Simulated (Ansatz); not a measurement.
The calculation used Ansatz, DFT PBEsol, scalar-relativistic, plane waves, PAW.

Structure of Sr:

```yaml
crystal:
  lattice:
    - [0.00000, 2.95792, 2.95792]
    - [2.95792, 0.00000, 2.95792]
    - [2.95792, 2.95792, 0.00000]
  atoms:
    - { symbol: Sr, position: [0.00000, 0.00000, 0.00000] }
```

Settings: cutoff 420 eV, Γ-centred mesh 12×12×12 on the computed 1-atom cell, Gaussian smearing of 0.10 eV; no spin polarisation.

Levels along Γ–X–U | K–Γ–L–W–X, in eV from the Fermi level, sorted by energy at each point. Points in fractions of the primitive reciprocal vectors: Γ (0.000 0.000 0.000), X (0.500 0.000 0.500), U (0.625 0.250 0.625), K (0.375 0.375 0.750), L (0.500 0.500 0.500), W (0.500 0.250 0.750).
```
point k (1/Å, with 2π) band 5  band 6  band 7  band 8
    Γ             0.000   -3.76    2.39    2.39    2.39
    -             0.152   -3.64    2.21    2.45    2.45
    -             0.303   -3.30    1.79    2.62    2.62
    -             0.455   -2.77    1.31    2.50    2.92
    -             0.607   -2.11    0.88    1.85    3.35
    -             0.759   -1.42    0.55    1.39    3.92
    -             0.910   -0.90    0.35    1.19    4.63
    X             1.062   -0.72    0.28    1.17    5.11
    -             1.116   -0.71    0.28    1.16    4.95
    -             1.169   -0.67    0.29    1.14    4.68
    -             1.223   -0.60    0.30    1.10    4.42
    -             1.277   -0.52    0.31    1.06    4.17
    -             1.330   -0.41    0.31    1.01    3.95
    -             1.384   -0.28    0.28    0.95    3.74
    U             1.438   -0.14    0.21    0.90    3.55
    K             1.438   -0.14    0.21    0.90    3.55
    -             1.599   -0.32    0.41    0.80    3.13
    -             1.760   -1.09    0.81    1.01    2.92
    -             1.920   -1.91    0.98    1.65    2.92
    -             2.081   -2.66    1.31    2.20    2.98
    -             2.242   -3.25    1.75    2.48    2.66
    -             2.403   -3.63    2.19    2.45    2.46
    Γ             2.564   -3.76    2.39    2.39    2.39
    -             2.696   -3.67    2.25    2.44    2.44
    -             2.827   -3.42    1.91    2.53    2.53
    -             2.958   -3.01    1.48    2.58    2.58
    -             3.090   -2.50    1.06    2.50    2.50
    -             3.221   -1.93    0.66    2.37    2.37
    -             3.353   -1.42    0.31    2.26    2.26
    L             3.484   -1.18    0.14    2.23    2.23
    -             3.591   -1.12    0.13    2.12    2.27
    -             3.699   -0.93    0.10    1.85    2.42
    -             3.806   -0.65    0.06    1.52    2.63
    -             3.913   -0.28    0.03    1.19    2.80
    -             4.020    0.02    0.12    0.91    2.75
    -             4.128    0.02    0.48    0.72    2.50
    W             4.235    0.02    0.65    0.65    2.36
    -             4.311   -0.03    0.56    0.75    2.47
    -             4.387   -0.17    0.47    0.85    2.76
    -             4.463   -0.34    0.40    0.95    3.19
    -             4.538   -0.49    0.35    1.04    3.69
    -             4.614   -0.61    0.31    1.11    4.24
    -             4.690   -0.69    0.28    1.16    4.79
    X             4.766   -0.72    0.28    1.17    5.11
```

Cost: 1 run of about 0.12 core-minutes, on Arm Neoverse V2 (shared hosts).